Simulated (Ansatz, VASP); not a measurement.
**NiO: VASP beside Ansatz**

```
CELL_PARAMETERS angstrom
0.00000 2.07190 2.07190
2.07190 0.00000 2.07190
2.07190 2.07190 0.00000
ATOMIC_POSITIONS crystal
Ni 0.00000 0.00000 0.00000
O 0.50000 0.50000 0.50000
```

Alike in both runs: task single point; functional PBEsol; dispersion D4; k mesh 11 × 11 × 11; occupations fermi-dirac, width 0.05 eV; collinear spin.

|  | VASP | Ansatz |
| --- | --- | --- |
| version | VASP 6.6.1 | Ansatz 0.2.0 |
| potentials or method | VASP PAW PBE potentials, release 64 (Ni, O) | Ansatz PAW |
| plane-wave cutoff (eV) | 520 | 420 |
| valence electrons in the cell | 16 | 24 |

VASP gave:

* gap on the k mesh at the Fermi level (eV): none
* pressure (GPa): -6.4
* net moment per atom (μB): 0.64
* size of the moment on the site where the two differ most (μB): 0.18
* dispersion energy (meV/atom): -180.1

Task: Estimate Ansatz's values.

Result: gap on the k mesh at the Fermi level (eV): none; pressure (GPa): -6.4; net moment per atom (μB): 0.66; size of the moment on the site where the two differ most (μB): 0.20; dispersion energy (meV/atom): -180.2.

Site moments also hang on the region over which each program counts them. A gap of «none» marks a metal or a gap that the smearing closes. The two sets of potentials don't hold the same shells in valence.

Caveats: a cell with one magnetic atom can't hold antiferromagnetic order, which such compounds often take; semilocal functionals often make such compounds metallic where correlation or magnetic order opens a gap, which also shifts bond lengths; pairwise dispersion overbinds metals, which lowers pressure and volume; the PAW data sets were made with another functional, which shifts forces and pressure a little (VASP); the pressure holds a Pulay correction of +0.8 GPa for the finite cutoff (Ansatz); the PAW data sets come from PBE, with cores solved anew for the run's functional, which leaves a small shift of forces and pressure (Ansatz).
